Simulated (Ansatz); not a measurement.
Zn:

```xyz
1
Lattice="0.0000 1.9648 1.9648 1.9648 0.0000 1.9648 1.9648 1.9648 0.0000" Properties=species:S:1:pos:R:3 pbc="T T T"
Zn    0.0000    0.0000    0.0000
```

This isn't the form of Zn at room conditions, which is hcp.

| Item | Value |
| --- | --- |
| Program | Ansatz 0.2.0 |
| Task | relaxation of cell and atoms |
| Functional | RPBE |
| Dispersion | D4 |
| Potentials or basis | Ansatz PAW |
| Cutoff | 420 eV (not typed: the program's choice for these potentials) |
| k mesh | 12 × 12 × 12 |
| Occupations | fermi-dirac, width 0.05 eV |
| Spin | no spin polarisation |

At the start: volume 15.17 Å³/atom.

Problem. Where does the relaxation end?

Solution. It ends after 5 steps and the volume is 14.42 Å³/atom (-4.9 %); space group Fm-3m (No. 225, to 0.05 Å).

The path:
| step | energy change (eV) | largest force (eV/Å) | volume (Å³) |
| --- | --- | --- | --- |
| 1 | 0.0000 | 0.0000 | 15.17 |
| 2 | -0.0082 | 0.0000 | 14.65 |
| 3 | -0.0093 | 0.0000 | 14.39 |
| 4 | -0.0093 | 0.0000 | 14.42 |
| 5 | -0.0086 | 0.0000 | 14.42 |

Final structure:
```cif
data_structure
_symmetry_space_group_name_H-M 'P 1'
_symmetry_Int_Tables_number 1
_cell_length_a 2.7321
_cell_length_b 2.7321
_cell_length_c 2.7321
_cell_angle_alpha 60.000
_cell_angle_beta 60.000
_cell_angle_gamma 60.000
_cell_volume 14.42
loop_
_atom_site_label
_atom_site_type_symbol
_atom_site_fract_x
_atom_site_fract_y
_atom_site_fract_z
_atom_site_occupancy
Zn1 Zn 0.00000 0.00000 0.00000 1
```

Caveat: the plane-wave basis is chosen anew once the cell has moved, so the energies of steps on either side of that aren't comparable; pairwise dispersion overbinds metals, which lowers pressure and volume; the PAW data sets come from PBE, with cores solved anew for the run's functional, which leaves a small shift of forces and pressure.
